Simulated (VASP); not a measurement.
A run of VASP 6.6.1:

INCAR

```
ALGO     = Normal         # electronic algorithm
EDIFF    = 1E-6           # SCF threshold, eV
ENCUT    = 520            # plane-wave cutoff, eV
ISIF     = 2              # what is computed and relaxed
ISMEAR   = 0              # smearing method
LASPH    = True           # aspherical terms in the spheres
LCHARG   = True           # write CHGCAR
LMIXTAU  = True         
LREAL    = False          # projectors in reciprocal space
LVHAR    = True         
LWAVE    = False          # write WAVECAR
METAGGA  = R2SCAN         # meta-GGA
NELM     = 100            # most SCF steps
PREC     = Accurate       # precision mode
SIGMA    = 0.02           # smearing width, eV
```

File KPOINTS:

```
k-points
0
Gamma
  10 10 10
```

File POSCAR:

```
InSb                                    
1.0
   -0.0000000000      3.2784175700      3.2784175700
    3.2784175700      0.0000000000      3.2784175700
    3.2784175700      3.2784175700     -0.0000000000
  In              Sb            
     1     1
Direct
     0.0000000000000000    0.0000000000000000    0.0000000000000000
     0.2500000000000000    0.2500000000000000    0.2500000000000000
```

Potentials or basis: VASP PAW PBE potentials, release 64 (In_d, Sb).

Command:

```sh
$ cat potpaw_PBE.64/In_d/POTCAR potpaw_PBE.64/Sb/POTCAR > POTCAR
$ mpirun -np 1 vasp_std > vasp.out
```

Hardware: 1 thread of AMD EPYC 9R14 (Zen 4) (shared host).

Q: How long does it take, and how much memory?

A: Run time: 3.9 min on 1 thread of AMD EPYC 9R14 (Zen 4) (shared host), peak memory 0.21 GiB. Counts: scf iterations 23, k points 47.
